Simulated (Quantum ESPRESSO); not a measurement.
# Al under changes of volume

One of the cells (16.669 Å³/atom); the others are scaled copies at fixed shape and fractional positions:

```
CELL_PARAMETERS angstrom
2.81246 0.00000 0.00000
-1.40623 2.43566 0.00000
0.00000 0.00000 4.86685
ATOMIC_POSITIONS crystal
Al 0.33333 0.66667 0.25000
Al 0.66667 0.33333 0.75000
```

This isn't the form of Al at room conditions, which is fcc.

* Program: Quantum ESPRESSO 7.5
* Functional: PBE
* Potentials or basis: SSSP 1.3 efficiency PBE
* Cutoff: 748 eV
* Density cutoff: 5987 eV
* k mesh: 11 × 11 × 6
* Occupations: fermi-dirac, width 0.05 eV
* Spin: no spin polarisation

```csv
volume (Å³/atom),energy over the lowest point (meV/atom),pressure (GPa)
15.669,16.60,5.5
16.003,7.23,3.5
16.336,1.83,1.7
16.669,0.00,0.1
17.003,1.37,-1.3
17.336,?,?
17.670,12.41,-3.8
```

**Question.** What does the run at 17.336 Å³/atom give?

**Answer.** Energy over the lowest point 5.61 meV/atom; pressure -2.6 GPa.

Worked out: A Birch-Murnaghan fit of order 3 (a polynomial in V^(-2/3)) to the other rows has its minimum at 16.69 Å³/atom with B0 = V·E''(V) = 76 GPa and B' = 4.4 at fixed shape and positions, which overstates the stiffness. It gives 5.59 meV/atom at 17.336 Å³/atom, against the run's 5.61, and -dE/dV = -2.7 GPa, against -2.6.

Energies are extrapolated to zero smearing.
